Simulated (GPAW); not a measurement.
MnO:

```
Mn O
1.0
     2.97129   -1.71698    0.00000
     2.97129    1.71698    0.00000
    -1.98463    0.00000    2.81031
Mn O
1 1
Direct
  0.50020 0.50020 0.50067
  0.74980 0.74980 0.24934
```

The cell comes from a database or a generator and needn't be the stable form of this composition.

Base run:

| Property | Result |
| --- | --- |
| Program | GPAW 26.7.0 |
| Functional | LDA |
| Potentials or basis | the program's PAW data sets (release 1.2.1) made for this functional |
| Cutoff | 800 eV |
| Basis | pw |
| k mesh | 7 × 7 × 7 |
| Occupations | fermi-dirac, width 0.05 eV |
| Spin | collinear spin, ferromagnetic start |
| Starting moments | [4.0, 0.0] μB |

Its results: pressure -12.2 GPa; net moment 4.94 μB per cell; site moments Mn +4.27; O +0.15 μB.

**Question.** After a change of settings the same cell gave: pressure -6.9 GPa; net moment 4.99 μB per cell; site moments Mn +4.33; O +0.14 μB. Which change was it?
A. functional from LDA to PBE; potentials or basis from the program's PAW data sets (release 1.2.1) made for this functional to GPAW PAW data sets (gpaw-data 1.2.1)
B. functional from LDA to PBEsol; potentials or basis from the program's PAW data sets (release 1.2.1) made for this functional to PAW data sets generated in the run's folder for this functional
C. functional from LDA to RPBE

**Answer.** B.

Caveats: a cell with one magnetic atom can't hold antiferromagnetic order, which such compounds often take.
